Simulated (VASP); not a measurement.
# Rb (I4/mmm) in VASP: further runs, part 2 of 2

VASP 6.6.1. The steps go on from the part before.

**3. Single point, RPBE**

The input, run.py:

```python
from ase.calculators.vasp import Vasp
from ase.dft.bandgap import bandgap
from ase.io import read

atoms = read('Rb.cif', primitive_cell=True, subtrans_included=False)
calc = Vasp(
    directory='calc',
    xc='rpbe',
    pp='PBE',
    setups='minimal',
    prec='Accurate',
    encut=500,
    ediff=1e-06,
    ismear=0,
    sigma=0.05,
    lreal=False,
    lasph=True,
    nelm=80,
    algo='Normal',
    isif=2,
    lwave=False,
    lcharg=False,
    kpts=[7, 7, 7],
    gamma=True,
)
atoms.calc = calc

print('energy (eV):', atoms.get_potential_energy())
print('free energy (eV):', atoms.get_potential_energy(force_consistent=True))
print('forces (eV/A):')
print(atoms.get_forces())
print('stress (eV/A^3, Voigt):', atoms.get_stress())
print('Fermi level (eV):', calc.get_fermi_level())
gap, top, bottom = bandgap(calc)
print('band gap (eV):', gap, 'from (spin, k, band)', top, 'to', bottom)
```

The input, Rb.cif:

```cif
data_Rb
_cell_length_a 5.90902372
_cell_length_b 5.90902372
_cell_length_c 5.46169039
_cell_angle_alpha 90.00000000
_cell_angle_beta 90.00000000
_cell_angle_gamma 90.00000000
_space_group_name_H-M_alt 'I4/mmm'
_space_group_name_Hall '-I 4 2'
_space_group_IT_number 139
loop_
_space_group_symop_operation_xyz
'x,y,z'
'-x,-y,-z'
'-y,x,z'
'y,-x,-z'
'-x,-y,z'
'x,y,-z'
'y,-x,z'
'-y,x,-z'
'x,-y,-z'
'-x,y,z'
'-y,-x,-z'
'y,x,z'
'-x,y,-z'
'x,-y,z'
'y,x,-z'
'-y,-x,z'
'x+1/2,y+1/2,z+1/2'
'-x+1/2,-y+1/2,-z+1/2'
'-y+1/2,x+1/2,z+1/2'
'y+1/2,-x+1/2,-z+1/2'
'-x+1/2,-y+1/2,z+1/2'
'x+1/2,y+1/2,-z+1/2'
'y+1/2,-x+1/2,z+1/2'
'-y+1/2,x+1/2,-z+1/2'
'x+1/2,-y+1/2,-z+1/2'
'-x+1/2,y+1/2,z+1/2'
'-y+1/2,-x+1/2,-z+1/2'
'y+1/2,x+1/2,z+1/2'
'-x+1/2,y+1/2,-z+1/2'
'x+1/2,-y+1/2,z+1/2'
'y+1/2,x+1/2,-z+1/2'
'-y+1/2,-x+1/2,z+1/2'
loop_
_atom_site_label
_atom_site_type_symbol
_atom_site_symmetry_multiplicity
_atom_site_Wyckoff_symbol
_atom_site_fract_x
_atom_site_fract_y
_atom_site_fract_z
_atom_site_occupancy
Rb1 Rb 2 a 0.0000000000 0.0000000000 0.0000000000 1
```

Potentials or basis: VASP PAW PBE potentials, release 64 (Rb_pv).

Run with:

```
$ python run.py
```

Wall time 14 s (1 thread of AMD EPYC 9R45 (Zen 5), shared host); peak memory 0.18 GiB.

The run converged. Its results:

```yaml
Free_energy: -0.8075 eV
Pressure: 0.1 GPa
Band_gap_on_the_k_mesh: none (metal or under the smearing width)
```

Levels at points of the mesh, in eV from the Fermi level:
| k point | band 1 | band 2 | band 3 | band 4 | band 5 | band 6 | band 7 |
| --- | --- | --- | --- | --- | --- | --- | --- |
| (0.00, 0.00, 0.00) | -13.04 | -13.04 | -13.04 | -1.90 | 3.43 | 3.84 | 3.84 |

Caveat: the PAW data sets were made with another functional, which shifts forces and pressure a little.

**4. Atomic charges, LDA**

The input, INCAR:

```
PREC = Accurate ; ENCUT = 500
EDIFF = 1E-6 ; ISMEAR = 1
SIGMA = 0.2 ; LREAL = F
LASPH = T ; NELM = 100
ALGO = Normal ; ISIF = 2
LWAVE = F ; LCHARG = F
GGA = CA ; LORBIT = 11
```

The input, KPOINTS:

```
regular mesh
0
Gamma
  7 7 7
```

The input, POSCAR:

```
Rb
1.0
   -2.9545118615      2.9545118615      2.7308451955
    2.9545118615     -2.9545118615      2.7308451955
    2.9545118615      2.9545118615     -2.7308451955
Rb
1
Direct
    0.0000000000      0.0000000000      0.0000000000
```

Potentials or basis: VASP PAW LDA potentials, release 64 (Rb_pv).

Run with:

```
$ cat potpaw_LDA.64/Rb_pv/POTCAR > POTCAR
$ mpirun -np 1 vasp_std > vasp.out
```

OUTCAR:

```text
PREC = Accurate
   ENCUT = 500
   EDIFF = 1E-6
   ISMEAR = 1
   LREAL = F
   LASPH = T
   NELM = 100
   ISIF = 2
   GGA = CA
   LORBIT = 11

 ion  position               nearest neighbor table
   1  0.000  0.000  0.000-

  LATTYP: Found a body centered tetragonal cell.
 ALAT       =     5.9090237230
 C/A-ratio  =     0.9242965754

  Lattice vectors:

 A1 = (  -2.9545118615,   2.9545118615,   2.7308451955)
 A2 = (   2.9545118615,  -2.9545118615,   2.7308451955)
 A3 = (   2.9545118615,   2.9545118615,  -2.7308451955)

Analysis of symmetry for initial positions (statically):
=====================================================================
 Subroutine PRICEL returns:
 Original cell was already a primitive cell.

 Routine SETGRP: Setting up the symmetry group for a
[... 429 lines left out ...]
  in kB       -4.7913966     -4.7913966     -5.5614923      0.0000000      0.0000000      0.0000000
  external PRESSURE =      -5.0480952 kB  Pullay stress =       0.0000000 kB

 VOLUME and BASIS-vectors are now :
 -----------------------------------------------------------------------------
  energy-cutoff  :      500.00
  volume of cell :       95.35
      direct lattice vectors                 reciprocal lattice vectors
    -2.954511861  2.954511861  2.730845196     0.000000000  0.169232693  0.183093498
     2.954511861 -2.954511861  2.730845196     0.169232693  0.000000000  0.183093498
     2.954511861  2.954511861 -2.730845196     0.169232693  0.169232693  0.000000000

  length of vectors
     4.991572514  4.991572514  4.991572514     0.249324956  0.249324956  0.239331170

 FORCES acting on ions
    electron-ion (+dipol)            ewald-force                    non-local-force                 convergence-correction
 -----------------------------------------------------------------------------------------------
   -.399E-14 -.339E-14 0.192E-14   -.181E-15 -.561E-15 0.509E-15   0.132E-22 0.000E+00 0.132E-22   -.479E-15 -.275E-14 0.527E-14
 -----------------------------------------------------------------------------------------------
   -.399E-14 -.339E-14 0.192E-14   -.181E-15 -.561E-15 0.509E-15   0.132E-22 0.000E+00 0.132E-22   -.479E-15 -.275E-14 0.527E-14

 POSITION                                       TOTAL-FORCE (eV/Angst)
 -----------------------------------------------------------------------------------
      0.00000      0.00000      0.00000        -0.000000      0.000000     -0.000000
 -----------------------------------------------------------------------------------
    total drift:                               -0.000000     -0.000000      0.000000

--------------------------------------------------------------------------------------------------------

  FREE ENERGIE OF THE ION-ELECTRON SYSTEM (eV)
  ---------------------------------------------------
  free  energy   TOTEN  =        -1.0315117500 eV

  energy  without entropy=       -1.0312500802  energy(sigma->0) =       -1.03142453

--------------------------------------------------------------------------------------------------------

--------------------------------------------------------------------------------------------------------

 total charge

# of ion       s       p       d       tot
------------------------------------------
    1        0.153   5.932   0.012   6.097

=======================================================================
```

stdout:

```text
POSCAR found type information on POSCAR Rb
 POSCAR found :  1 types and       1 ions
 scaLAPACK will be used
 LDA part: xc-table for (Slater(with rela. corr.)+CA(PZ))
 , standard interpolation
 POSCAR, INCAR and KPOINTS ok, starting setup
 FFT: planning ... GRIDC
 FFT: planning ... GRID_SOFT
 FFT: planning ... GRID
 WAVECAR not read
 entering main loop
```

Run time: 23 s. Hardware: 1 thread of AMD EPYC 7R13 (Zen 3), shared host; peak memory 0.15 GiB.

Results:

* Free energy: -1.0315 eV
* Pressure: -0.5 GPa
* Band gap on the k mesh: none (metal or under the smearing width)
* Valence electrons inside the program's atomic spheres: Rb 6.10

Levels at points of the mesh, in eV from the Fermi level:
| k point | band 1 | band 2 | band 3 | band 4 | band 5 | band 6 | band 7 |
| --- | --- | --- | --- | --- | --- | --- | --- |
| (0.00, 0.00, 0.00) | -12.94 | -12.94 | -12.94 | -1.93 | 3.29 | 3.68 | 3.68 |

**5. For comparison**

An earlier run on the cell as given: functional PBE; potentials or basis VASP PAW PBE potentials, release 64 (Rb_sv); cutoff 520 eV; k mesh 7 × 7 × 7; occupations fermi-dirac, width 0.05 eV; no spin polarisation.

* Pressure: -0.1 GPa
* Band gap on the k mesh: none (metal or under the smearing width)

**6. Summary**

```csv
task,level,potentials or basis,cutoff (eV),smearing,gap on the mesh (eV),pressure (GPa)
single point,RPBE,"VASP PAW PBE potentials, release 64 (Rb_pv)",500,gaussian 0.05 eV,none,0.1
atomic charges,LDA,"VASP PAW LDA potentials, release 64 (Rb_pv)",500,methfessel-paxton 0.2 eV,none,-0.5
single point,PBE,"VASP PAW PBE potentials, release 64 (Rb_sv)",520,fermi-dirac 0.05 eV,none,-0.1
```

Alike in all rows: no spin polarisation; cell as given; k mesh 7 × 7 × 7.

Caveats: the PAW data sets were made with another functional, which shifts forces and pressure a little (some runs).

Absolute energies hang on the potentials; compare differences alone.
